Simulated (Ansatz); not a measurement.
**SnS: reading a single point**

```yaml
crystal:
  lattice:
    - [10.90073, 0.00000, 0.00000]
    - [0.00000, 4.01323, 0.00000]
    - [0.00000, 0.00000, 4.25579]
  atoms:
    - { symbol: S, position: [0.85550, 0.25000, 0.48280] }
    - { symbol: S, position: [0.64450, 0.75000, 0.98280] }
    - { symbol: S, position: [0.35550, 0.25000, 0.01720] }
    - { symbol: S, position: [0.14450, 0.75000, 0.51720] }
    - { symbol: Sn, position: [0.11870, 0.25000, 0.09880] }
    - { symbol: Sn, position: [0.38130, 0.75000, 0.59880] }
    - { symbol: Sn, position: [0.61870, 0.25000, 0.40120] }
    - { symbol: Sn, position: [0.88130, 0.75000, 0.90120] }
```

Method: r2SCAN, no spin polarisation; PAW, plane waves to 500 eV, 3×6×6 Γ-centred mesh, fermi-dirac occupations (width 0.1 eV) (Ansatz 0.2.0), atoms fixed.

Question: What is the band gap?

Answer: The gap is 0.85 eV, indirect (the least direct gap found is 1.13 eV). A semilocal functional usually gives too small a gap.

Question: Describe some of the short contacts.

Answer: S–Sn at 2.60 Å: least valence density 0.40 e/Å³ and ELF 0.42 there. These are pseudo-fields; inside the PAW spheres they differ from the all-electron ones.

Question: What does the stress say?

Answer: The pressure is 2.1 GPa (compression positive), so with the atoms held at these fractions the cell would first expand. The principal stresses 1.2, 1.6, 3.4 GPa differ, so its shape would change too.

Question: How is the charge shared?

Answer: Bader charges in e: Sn +1.03, S -1.03. In the mean Sn gives up most and S takes most.

Origin: a known structure type with other elements, at an estimated volume, so it need not be a known compound. Caveats: no spin-orbit coupling, which can shift this gap by tenths of an eV.
